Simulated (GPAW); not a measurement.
# CdTe (F-43m) in GPAW: a series of runs

One crystal, CdTe, is run at these levels: PBE, LDA, TPSS, rSCAN, BEEF-vdW; tasks: band structure, equation of state.

All numbers are computed with GPAW 26.7.0; they aren't measurements. Logs are shortened: lines on timing, memory, paths and dates and some standing lists are left out, and cuts for length are marked. The log counts tension as positive stress, the text compression.

**What was measured.**

From a printed reference work, data compilation, for a bulk crystal of CdTe at 0 K: band gap 1.607 eV.

“Multiscale insight into the Cd1-xZnxTe vibrational-mechanical properties -- High-pressure experiments and ab initio calculations”, 2023, arxiv:2306.14539 quotes, for a powder of CdTe: bulk modulus 42 ± 2 GPa.

The runs below are set against these values where they give the same quantity.

## (1) Starting point

The structure is cubic, space group F-43m (No. 216). The conventional cell has a = 6.410 Å, b = 6.410 Å, c = 6.410 Å, α = 90.00°, β = 90.00°, γ = 90.00°. Te (site symmetry -43m) is surrounded by 4 Cd at 2.78 Å. Around Cd (site symmetry -43m) lie 4 Te at 2.78 Å.

## (2) Band structure, PBE

The input, run.py:

```python
import spglib
from ase import Atoms
from ase.dft.bandgap import bandgap
from ase.io import read, write
from ase.units import GPa
from gpaw import GPAW, PW

atoms = read('CdTe.cif')
cell, positions, numbers = spglib.find_primitive(
    (atoms.cell[:], atoms.get_scaled_positions(), atoms.numbers), symprec=1e-4)
atoms = Atoms(numbers, cell=cell, scaled_positions=positions, pbc=True)

calc = GPAW(mode=PW(600),
            xc='PBE',
            kpts={'size': (6, 6, 6), 'gamma': True},
            occupations={'name': 'fermi-dirac', 'width': 0.05},
            setups={'Te': '16'},
            nbands=-9,
            convergence={'density': 1e-05, 'energy': 1e-05},
            maxiter=150,
            txt='gpaw.txt')
atoms.calc = calc
energy = atoms.get_potential_energy()
forces = atoms.get_forces()
stress = atoms.get_stress()
calc.write('gs.gpw')
write('result.traj', atoms)
print(f'Energy: {energy:.6f} eV')
print('Forces (eV/A):')
print(forces.round(4))
print('Stress (GPa):', (stress / GPa).round(3))
print('Fermi level:', round(calc.get_fermi_level(), 4), 'eV')
print(f'Gap: {bandgap(calc)[0]:.4f} eV, direct: {bandgap(calc, direct=True)[0]:.4f} eV')

path = atoms.cell.bandpath('GXWKGLUWLK,UX', npoints=80, eps=1e-4)
bs_calc = calc.fixed_density(kpts=path, symmetry='off', nbands=-21,
                             convergence={'bands': 'CBM+6.0', 'eigenstates': 1e-6}, txt='bands.txt')
bs = bs_calc.band_structure()
bs.write('bs.json')
print(f'Gap on the path: {bandgap(bs_calc)[0]:.4f} eV')
```

The input, CdTe.cif:

```cif
data_CdTe
_cell_length_a 6.41000000
_cell_length_b 6.41000000
_cell_length_c 6.41000000
_cell_angle_alpha 90.00000000
_cell_angle_beta 90.00000000
_cell_angle_gamma 90.00000000
_space_group_name_H-M_alt 'F-43m'
_space_group_name_Hall 'F -4 2 3'
_space_group_IT_number 216
loop_
_space_group_symop_operation_xyz
'x,y,z'
'y,-x,-z'
'-x,-y,z'
'-y,x,-z'
'x,-y,-z'
'y,x,z'
'-x,y,-z'
'-y,-x,z'
'z,x,y'
'-z,y,-x'
'z,-x,-y'
'-z,-y,x'
'-z,x,-y'
'z,y,x'
'-z,-x,y'
'z,-y,-x'
'y,z,x'
'-x,-z,y'
'-y,z,-x'
'x,-z,-y'
'-y,-z,x'
'x,z,y'
'y,-z,-x'
'-x,z,-y'
'x,y+1/2,z+1/2'
'y,-x+1/2,-z+1/2'
'-x,-y+1/2,z+1/2'
'-y,x+1/2,-z+1/2'
'x,-y+1/2,-z+1/2'
'y,x+1/2,z+1/2'
'-x,y+1/2,-z+1/2'
'-y,-x+1/2,z+1/2'
'z,x+1/2,y+1/2'
'-z,y+1/2,-x+1/2'
'z,-x+1/2,-y+1/2'
'-z,-y+1/2,x+1/2'
'-z,x+1/2,-y+1/2'
'z,y+1/2,x+1/2'
'-z,-x+1/2,y+1/2'
'z,-y+1/2,-x+1/2'
'y,z+1/2,x+1/2'
'-x,-z+1/2,y+1/2'
'-y,z+1/2,-x+1/2'
'x,-z+1/2,-y+1/2'
'-y,-z+1/2,x+1/2'
'x,z+1/2,y+1/2'
'y,-z+1/2,-x+1/2'
'-x,z+1/2,-y+1/2'
'x+1/2,y,z+1/2'
'y+1/2,-x,-z+1/2'
'-x+1/2,-y,z+1/2'
'-y+1/2,x,-z+1/2'
'x+1/2,-y,-z+1/2'
'y+1/2,x,z+1/2'
'-x+1/2,y,-z+1/2'
'-y+1/2,-x,z+1/2'
'z+1/2,x,y+1/2'
'-z+1/2,y,-x+1/2'
'z+1/2,-x,-y+1/2'
'-z+1/2,-y,x+1/2'
'-z+1/2,x,-y+1/2'
'z+1/2,y,x+1/2'
'-z+1/2,-x,y+1/2'
'z+1/2,-y,-x+1/2'
'y+1/2,z,x+1/2'
'-x+1/2,-z,y+1/2'
'-y+1/2,z,-x+1/2'
'x+1/2,-z,-y+1/2'
'-y+1/2,-z,x+1/2'
'x+1/2,z,y+1/2'
'y+1/2,-z,-x+1/2'
'-x+1/2,z,-y+1/2'
'x+1/2,y+1/2,z'
'y+1/2,-x+1/2,-z'
'-x+1/2,-y+1/2,z'
'-y+1/2,x+1/2,-z'
'x+1/2,-y+1/2,-z'
'y+1/2,x+1/2,z'
'-x+1/2,y+1/2,-z'
'-y+1/2,-x+1/2,z'
'z+1/2,x+1/2,y'
'-z+1/2,y+1/2,-x'
'z+1/2,-x+1/2,-y'
'-z+1/2,-y+1/2,x'
'-z+1/2,x+1/2,-y'
'z+1/2,y+1/2,x'
'-z+1/2,-x+1/2,y'
'z+1/2,-y+1/2,-x'
'y+1/2,z+1/2,x'
'-x+1/2,-z+1/2,y'
'-y+1/2,z+1/2,-x'
'x+1/2,-z+1/2,-y'
'-y+1/2,-z+1/2,x'
'x+1/2,z+1/2,y'
'y+1/2,-z+1/2,-x'
'-x+1/2,z+1/2,-y'
loop_
_atom_site_label
_atom_site_type_symbol
_atom_site_symmetry_multiplicity
_atom_site_Wyckoff_symbol
_atom_site_fract_x
_atom_site_fract_y
_atom_site_fract_z
_atom_site_occupancy
Te1 Te 4 c 0.2500000000 0.2500000000 0.2500000000 1
Cd1 Cd 4 a 0.0000000000 0.0000000000 0.0000000000 1
```

Potentials or basis: GPAW PAW data sets (gpaw-data 1.2.1), other valence, pw.

Run with:

```
$ OMP_NUM_THREADS=1 python run.py
```

gpaw.txt:

```text
__  _  _
 | _ |_)|_||  |
 |__||  | ||/\| - 26.7.0

Input parameters:
  mode=PW(ecut=600.0),
  convergence={'density': 1e-05, 'energy': 1e-05},
  kpts=MonkhorstPack(size=(6, 6, 6), gamma=True),
  maxiter=150,
  nbands=-9,
  occupations=Occupations(name='fermi-dirac', width=0.05),
  setups={'Te': '16'},
  xc=XC(name='PBE')

Diagonalizing LCAO Hamiltonian
Converting LCAO to pw mode

            Te

       Cd

Atoms  # Å, Bohr magnetons
|   | symbol |        x |        y |        z |    initial magnetic moments |
|---|--------|----------|----------|----------|-----------------------------|
| 0 |     Te | 1.602500 | 1.602500 | 1.602500 | ( 0.0000,  0.0000,  0.0000) |
| 1 |     Cd | 0.000000 | 0.000000 | 0.000000 | ( 0.0000,  0.0000,  0.0000) |

Unit cell  # Å
| periodic |        x |        y |        z |  lengths |    angles |
|----------|----------|----------|----------|----------|-----------|
|      yes | 0.000000 | 3.205000 | 3.205000 | 4.532554 | 60.000000 |
|      yes | 3.205000 | 0.000000 | 3.205000 | 4.532554 | 60.000000 |
|      yes | 3.205000 | 3.205000 | 0.000000 | 4.532554 | 60.000000 |

Number of symmetries: 24
Symmetry operations  # r_c * U_cc + t_c -> r_c
|    | kind |            matrix            |
|----|------|------------------------------|
|  0 |  E   |  1, 0, 0,  0, 1, 0,  0, 0, 1 |
|  1 |  σ   |  1, 0, 0,  0, 0, 1,  0, 1, 0 |
|  2 |  σ   |  1, 0,-1,  0, 1,-1,  0, 0,-1 |
|  3 |  C3  |  1, 0,-1,  0, 0,-1,  0, 1,-1 |
|  4 |  C3  |  1,-1, 0,  0,-1, 1,  0,-1, 0 |
|  5 |  σ   |  1,-1, 0,  0,-1, 0,  0,-1, 1 |
|  6 |  σ   |  0, 1, 0,  1, 0, 0,  0, 0, 1 |
|  7 |  C3  |  0, 1, 0,  0, 0, 1,  1, 0, 0 |
|  8 |  C2  |  0, 1,-1,  1, 0,-1,  0, 0,-1 |
|  9 |  S4  |  0, 1,-1,  0, 0,-1,  1, 0,-1 |
| 10 |  C3  |  0, 0, 1,  1, 0, 0,  0, 1, 0 |
| 11 |  σ   |  0, 0, 1,  0, 1, 0,  1, 0, 0 |
| 12 |  S4  |  0, 0,-1,  1, 0,-1,  0, 1,-1 |
| 13 |  C3  |  0, 0,-1,  0, 1,-1,  1, 0,-1 |
| 14 |  S4  |  0,-1, 1,  1,-1, 0,  0,-1, 0 |
| 15 |  C2  |  0,-1, 1,  0,-1, 0,  1,-1, 0 |
| 16 |  C3  |  0,-1, 0,  1,-1, 0,  0,-1, 1 |
| 17 |  S4  |  0,-1, 0,  0,-1, 1,  1,-1, 0 |
| 18 |  S4  | -1, 1, 0, -1, 0, 1, -1, 0, 0 |
| 19 |  C3  | -1, 1, 0, -1, 0, 0, -1, 0, 1 |
| 20 |  C3  | -1, 0, 1, -1, 1, 0, -1, 0, 0 |
| 21 |  S4  | -1, 0, 1, -1, 0, 0, -1, 1, 0 |
| 22 |  σ   | -1, 0, 0, -1, 1, 0, -1, 0, 1 |
| 23 |  C2  | -1, 0, 0, -1, 0, 1, -1, 1, 0 |

BZ-sampling:
  Number of BZ points: 216
  Number of IBZ points: 16

  Monkhorst-Pack size: [6, 6, 6]
  Monkhorst-Pack shift: [0.08333333333333333, 0.08333333333333333, 0.08333333333333333]

K-points  # in reciprocal-cell coordinates
|     |                                coordinates |     weight |
|-----|--------------------------------------------|------------|
|   0 | (  0.00000000,   0.00000000,   0.00000000) | 0.00462963 |
|   1 | (  0.16666667,   0.16666667,   0.00000000) | 0.02777778 |
|   2 | (  0.16666667,   0.16666667,   0.16666667) | 0.03703704 |
|   3 | (  0.33333333,   0.16666667,   0.16666667) | 0.05555556 |
|   4 | (  0.33333333,   0.33333333,  -0.33333333) | 0.05555556 |
|   5 | (  0.33333333,   0.33333333,   0.00000000) | 0.02777778 |
|   6 | (  0.33333333,   0.33333333,   0.16666667) | 0.11111111 |
|   7 | (  0.33333333,   0.33333333,   0.33333333) | 0.03703704 |
|   8 | (  0.50000000,   0.33333333,  -0.33333333) | 0.11111111 |
|   9 | (  0.50000000,   0.33333333,  -0.16666667) | 0.05555556 |
| ... |                                            |            |
|  15 | (  0.50000000,   0.50000000,   0.50000000) | 0.01851852 |

Plane wave coefficients: 2215
Cutoff: 600.0 eV

Spin-components: 1 (collinear spins)
Bands:           23
Projectors:      12
Spin-degeneracy: 2
Datatype:        complex128

Parallelization:
  kpt:    1
  domain: 1
  band:   1

Density:
  Valence electrons: 28.0
  Components: 1
  Grid points: [27 27 27]
  Charge: 0.0  # |e|

Potential:
  Grid points: [27 27 27]

species:
  Te:
    name:    Tellurium
    Z:       52.0
    valence: 16
    core:    36
    charge:  0.0  # [|e|]
    compensation charges:
      type: gauss
      rc: 0.37  # [Å]
      lmax: 2
    cutoffs:
      filter: 2.06  # [Å]
      core: 2.12  # [Å]
    projectors
    | kind |    occ | energy [eV] | rcut [Å] |
    |------|--------|-------------|----------|
    |   5s |  2.000 |     -15.088 |    1.164 |
    |   5p |  4.000 |      -5.955 |    1.164 |
    |   4d | 10.000 |     -41.660 |    1.164 |
    |    s |        |      12.123 |    1.164 |
    |    p |        |      21.256 |    1.164 |
    |    d |        |     -14.449 |    1.164 |

    Using partial waves for Te as LCAO basis

  Cd:
    name:    Cadmium
    Z:       48.0
    valence: 12
    core:    36
    charge:  0.0  # [|e|]
    compensation charges:
      type: gauss
      rc: 0.38  # [Å]
      lmax: 2
    cutoffs:
      filter: 2.12  # [Å]
      core: 2.62  # [Å]
    projectors
    | kind |    occ | energy [eV] | rcut [Å] |
    |------|--------|-------------|----------|
    |   5s |  2.000 |      -5.655 |    1.191 |
    |   5p |  0.000 |      -1.186 |    1.228 |
    |   4d | 10.000 |     -11.739 |    1.164 |
    |    s |        |      21.556 |    1.191 |
    |    p |        |      26.026 |    1.228 |
    |    d |        |      15.473 |    1.164 |

    Using partial waves for Cd as LCAO basis

Reference energy: -336963.801774  # eV

eigensolver:
  PPCG
  Converge bands: occupied
  niter=2

density mixing:
  MSR1-Mixer
  Pratt-step length: 0.05
  Maximum mixing coefficient: 0.75
  Old densities: 10
  SVD Regularization: 0.005
  Good broyden scale: 1.0
  Trust region scale: 1.0
  Backstep threshold: 4.0
  History deletion threshold: 6.0
  Fourier metric: weight=20.0, sigma=0.015

occupation numbers:
  Fermi-Dirac:
    width: 0.0500  # eV

poisson solver:
  ecut: 4800.0  # eV

xc functional:
  name: PBE with 2 nearest neighbor stencil

convergence criteria:
- Maximum integral of absolute [dens]ity change: 1e-05 electrons / valence electron
- Maximum [total energy] change in last 3 cyles: 1e-05 eV / valence electron
- Maximum integral of absolute [eigenst]ate change: 4e-08 eV^2 / valence electron
maximum number of iterations: 150

SCF iterations
|iter     | |      energy | eigst |  dens |
|---------|-|-------------|-------|-------|
|iter:   1| |   -5.152606 | -0.59 |       |
|iter:   2| |   -5.107123 | -2.72 | -1.44 |
|iter:   3| |   -4.942543 | -1.97 | -1.48 |
|iter:   4| |   -4.941811 | -3.54 | -2.00 |
|iter:   5| |   -4.941598 | -3.95 | -2.46 |
|iter:   6| |   -4.941642c| -5.48 | -3.12 |
|iter:   7| |   -4.941646c| -6.49 | -3.81 |
|iter:   8| |   -4.941646c| -7.71c| -4.55 |
|iter:   9| |   -4.941646c| -8.28c| -5.40c|

Converged in 9 steps
Energy contributions relative to reference atoms: (reference = -336963.801774)

Energy contributions:
  Kinetic:          17.508895
  Coulomb:         -15.447261
  Zero:              0.118122
  External:          0.000000
  Xc:               -7.121400
  Entropy:          -0.000002
  Spinorbit:         0.000000
  ----------------------------
  Free energy:      -4.941647
  Extrapolated:     -4.941646

dipole moment: (-25.773643, -25.773643, -25.773643)  # |e|*Ang

Fermi level: 4.560
Eigenvalues  # (at kpt = [0.000, 0.000, 0.000])
| band index |      eig [eV] | occ [0-2] |
|------------|---------------|-----------|
|          0 |       -32.019 |     2.000 |
|        ... |               |           |
|          6 |        -4.268 |     2.000 |
|          7 |        -4.268 |     2.000 |
|          8 |        -4.268 |     2.000 |
|          9 |        -3.982 |     2.000 |
|         10 |        -3.982 |     2.000 |
|         11 |         4.091 |     2.000 |
[... 9 lines left out ...]
|         21 |        14.302 |     0.000 |
|         22 |        14.302 |     0.000 |

Gap: 0.883 eV
Transition (v -> c):
  (s=0, k=0, n=13, [0.00, 0.00, 0.00]) -> (s=0, k=0, n=14, [0.00, 0.00, 0.00])
No difference between direct/indirect transitions

Forces  # eV/Ang
|       x |        y |       z |
|---------|----------|---------|
| 0.00000 |  0.00000 | 0.00000 |  # Te   0
| 0.00000 | -0.00000 | 0.00000 |  # Cd   1

Stress tensor  # eV/Ang^3
|         x |         y |         z |
|-----------|-----------|-----------|
| -0.019071 | -0.000000 | -0.000000 |
| -0.000000 | -0.019071 |  0.000000 |
| -0.000000 |  0.000000 | -0.019071 |

# Writing to gs.gpw (mode='')
```

Run time: 83 s. Hardware: 1 thread of Arm Neoverse V1, shared host; peak memory 0.33 GiB.

Results:

| Item | Value |
| --- | --- |
| Free energy | -4.9416 eV |
| Pressure | 3.1 GPa |
| Band gap on the k mesh | 0.88 eV, direct |
| Band gap along the path | 0.88 eV, direct |

Levels at the corners of the path, in eV from the valence-band top:
```csv
point,band 11,band 12,band 13,band 14,band 15,band 16,band 17,band 18
Γ,-8.07,0.00,0.00,0.00,0.88,4.40,4.40,4.40
X,-7.54,-4.47,-1.99,-1.99,2.46,2.56,8.99,9.27
W,-7.44,-4.36,-2.46,-2.35,4.28,4.59,5.55,6.12
K,-7.49,-4.38,-2.71,-1.65,2.79,4.47,7.30,7.39
Γ,-8.07,0.00,0.00,0.00,0.88,4.40,4.40,4.40
L,-7.69,-4.62,-0.83,-0.83,1.80,5.02,5.02,7.13
U,-7.49,-4.38,-2.71,-1.65,2.79,4.47,7.30,7.39
W,-7.44,-4.36,-2.46,-2.35,4.28,4.59,5.55,6.12
L,-7.69,-4.62,-0.83,-0.83,1.80,5.02,5.02,7.13
K,-7.49,-4.38,-2.71,-1.65,2.79,4.47,7.30,7.39
U,-7.49,-4.38,-2.71,-1.65,2.79,4.47,7.30,7.39
X,-7.54,-4.47,-1.99,-1.99,2.46,2.56,8.99,9.27
```

Caveat: spin-orbit coupling is left out, which moves the levels of the heavy elements.

## (3) Equation of state, LDA

The input, run.py:

```python
from ase.eos import EquationOfState
from ase.io import Trajectory, read
from ase.units import GPa
from gpaw import GPAW, PW

atoms = read('CdTe.xyz')

traj = Trajectory('eos.traj', 'w')
volumes, energies = [], []
for x in [0.94, 0.96, 0.98, 1.0, 1.02, 1.04, 1.06]:
    a = atoms.copy()
    a.set_cell(atoms.cell * x**(1 / 3), scale_atoms=True)
    calc = GPAW(mode=PW(600),
                xc='LDA',
                kpts={'size': (6, 6, 6), 'gamma': True},
                occupations={'name': 'fermi-dirac', 'width': 0.05},
                setups={'Te': '16'},
                nbands=-9,
                convergence={'density': 1e-05, 'energy': 1e-05},
                maxiter=150,
                txt=f'eos-{x:.2f}.txt')
    a.calc = calc
    energies.append(a.get_potential_energy(force_consistent=True))
    volumes.append(a.get_volume())
    p = -a.get_stress()[:3].mean() / GPa
    calc.write(f'eos-{x:.2f}.gpw')
    traj.write(a)
    print(f'{x:.2f} {volumes[-1]:10.4f} A^3 {energies[-1]:14.6f} eV {p:9.3f} GPa', flush=True)

v0, e0, B = EquationOfState(volumes, energies, eos='birchmurnaghan').fit()
print(f'V0 = {v0:.4f} A^3, E0 = {e0:.6f} eV, B0 = {B / GPa:.2f} GPa')
```

The input, CdTe.xyz:

```xyz
2
Lattice="0.0000000000 3.2050000000 3.2050000000 3.2050000000 0.0000000000 3.2050000000 3.2050000000 3.2050000000 0.0000000000" Properties=species:S:1:pos:R:3 pbc="T T T"
Te     4.8075000000      4.8075000000      4.8075000000
Cd     0.0000000000      0.0000000000      0.0000000000
```

Potentials or basis: the program's PAW data sets (release 1.2.1) made for this functional, other valence, pw.

Run with:

```
$ OMP_NUM_THREADS=1 python run.py
```

The program printed:

```text
__  _  _
 | _ |_)|_||  |
 |__||  | ||/\| - 26.7.0

Input parameters:
  mode=PW(ecut=600.0),
  convergence={'density': 1e-05, 'energy': 1e-05},
  kpts=MonkhorstPack(size=(6, 6, 6), gamma=True),
  maxiter=150,
  nbands=-9,
  occupations=Occupations(name='fermi-dirac', width=0.05),
  setups={'Te': '16'},
  xc=XC(name='LDA')

Diagonalizing LCAO Hamiltonian
Converting LCAO to pw mode

                     Te

       Cd

Atoms  # Å, Bohr magnetons
|   | symbol |        x |        y |        z |    initial magnetic moments |
|---|--------|----------|----------|----------|-----------------------------|
| 0 |     Te | 4.709360 | 4.709360 | 4.709360 | ( 0.0000,  0.0000,  0.0000) |
| 1 |     Cd | 0.000000 | 0.000000 | 0.000000 | ( 0.0000,  0.0000,  0.0000) |

Unit cell  # Å
| periodic |        x |        y |        z |  lengths |    angles |
|----------|----------|----------|----------|----------|-----------|
[... 173 lines left out ...]
|iter:   6| |   -6.240492 | -5.65 | -3.23 |
|iter:   7| |   -6.240493c| -6.70 | -3.93 |
|iter:   8| |   -6.240493c| -7.96c| -4.66 |
|iter:   9| |   -6.240493c| -8.46c| -5.53c|

Converged in 9 steps
Energy contributions relative to reference atoms: (reference = -336673.462802)

Energy contributions:
  Kinetic:          17.320098
  Coulomb:         -14.861865
  Zero:              0.110996
  External:          0.000000
  Xc:               -8.809721
  Entropy:          -0.000004
  Spinorbit:         0.000000
  ----------------------------
  Free energy:      -6.240495
  Extrapolated:     -6.240493

dipole moment: (-16.124635, -16.124635, -16.124635)  # |e|*Ang

Fermi level: 4.917
Eigenvalues  # (at kpt = [0.000, 0.000, 0.000])
| band index |      eig [eV] | occ [0-2] |
|------------|---------------|-----------|
|          0 |       -31.715 |     2.000 |
|        ... |               |           |
|          6 |        -4.129 |     2.000 |
|          7 |        -4.129 |     2.000 |
|          8 |        -4.129 |     2.000 |
|          9 |        -3.787 |     2.000 |
|         10 |        -3.787 |     2.000 |
|         11 |         4.484 |     2.000 |
[... 9 lines left out ...]
|         21 |        14.582 |     0.000 |
|         22 |        14.582 |     0.000 |

Gap: 0.812 eV
Transition (v -> c):
  (s=0, k=0, n=13, [0.00, 0.00, 0.00]) -> (s=0, k=0, n=14, [0.00, 0.00, 0.00])
No difference between direct/indirect transitions

Stress tensor  # eV/Ang^3
|         x |         y |         z |
|-----------|-----------|-----------|
| -0.012393 | -0.000000 | -0.000000 |
| -0.000000 | -0.012393 | -0.000000 |
| -0.000000 | -0.000000 | -0.012393 |

# Writing to eos-0.94.gpw (mode='')
```

stdout:

```text
0.94    61.8931 A^3      -6.240495 eV     1.986 GPa
0.96    63.2099 A^3      -6.258329 eV     0.800 GPa
0.98    64.5268 A^3      -6.266551 eV    -0.253 GPa
1.00    65.8437 A^3      -6.266617 eV    -1.189 GPa
1.02    67.1606 A^3      -6.259115 eV    -2.019 GPa
1.04    68.4774 A^3      -6.245048 eV    -2.757 GPa
1.06    69.7943 A^3      -6.225622 eV    -3.411 GPa
V0 = 65.1621 A^3, E0 = -6.267559 eV, B0 = 47.36 GPa
```

eos-0.96.txt:

```text
SCF iterations
|iter     | |      energy | eigst |  dens |
|---------|-|-------------|-------|-------|
|iter:   1| |   -6.486384 | -0.46 |       |
|iter:   2| |   -6.440342 | -2.67 | -1.47 |
|iter:   3| |   -6.263681 | -1.98 | -1.51 |
|iter:   4| |   -6.259194 | -3.71 | -2.01 |
|iter:   5| |   -6.258320 | -4.03 | -2.48 |
[... 43 lines left out ...]
|         21 |        14.329 |     0.000 |
|         22 |        14.329 |     0.000 |

Gap: 0.747 eV
Transition (v -> c):
  (s=0, k=0, n=13, [0.00, 0.00, 0.00]) -> (s=0, k=0, n=14, [0.00, 0.00, 0.00])
No difference between direct/indirect transitions

Stress tensor  # eV/Ang^3
|         x |         y |         z |
|-----------|-----------|-----------|
| -0.004991 |  0.000000 |  0.000000 |
|  0.000000 | -0.004991 |  0.000000 |
|  0.000000 |  0.000000 | -0.004991 |

# Writing to eos-0.96.gpw (mode='')
```

Run time: 2 min. Hardware: 1 thread of Arm Neoverse V1, shared host; peak memory 0.26 GiB.

Results:

| Quantity | Value |
| --- | --- |
| Equilibrium volume | 32.58 Å³/atom |
| Bulk modulus | 47 GPa |
| Pressure derivative of the bulk modulus | 5.5 (rough: it moves with the points fitted) |

Energy against volume, from the lowest point:
```tsv
volume (Å³/atom)	energy (meV/atom)
30.947	13.06
31.605	4.14
32.263	0.03
32.922	0.00
33.580	3.75
34.239	10.78
34.897	20.50
```

(Continued in part 2 of 3.)
